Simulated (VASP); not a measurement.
MgH$_{2}$ (fluorite): gaps by functional in VASP

```cif
data_structure
_symmetry_space_group_name_H-M 'P 1'
_symmetry_Int_Tables_number 1
_cell_length_a 3.3446
_cell_length_b 3.3446
_cell_length_c 3.3446
_cell_angle_alpha 60.000
_cell_angle_beta 60.000
_cell_angle_gamma 60.000
_cell_volume 26.45
loop_
_atom_site_label
_atom_site_type_symbol
_atom_site_fract_x
_atom_site_fract_y
_atom_site_fract_z
_atom_site_occupancy
Mg1 Mg 0.00000 0.00000 0.00000 1
H1 H 0.25000 0.25000 0.25000 1
H2 H 0.75000 0.75000 0.75000 1
```

All runs share this cell. Band v is the last that the valence electrons fill when counted band by band, and c is the next. A negative gap between them is a band overlap, as in a metal.

```json
{"level": "PBE", "gap (eV)": "-1.33", "least direct gap (eV)": "2.00", "pressure (GPa)": "0.7"}
{"level": "r²SCAN", "gap (eV)": "-0.93", "least direct gap (eV)": "2.57", "pressure (GPa)": "-0.8"}
{"level": "LDA", "gap (eV)": "-1.78", "least direct gap (eV)": "1.66", "pressure (GPa)": "-3.0"}
{"level": "PBEsol", "gap (eV)": "-1.63", "least direct gap (eV)": "1.77", "pressure (GPa)": "-0.4"}
```
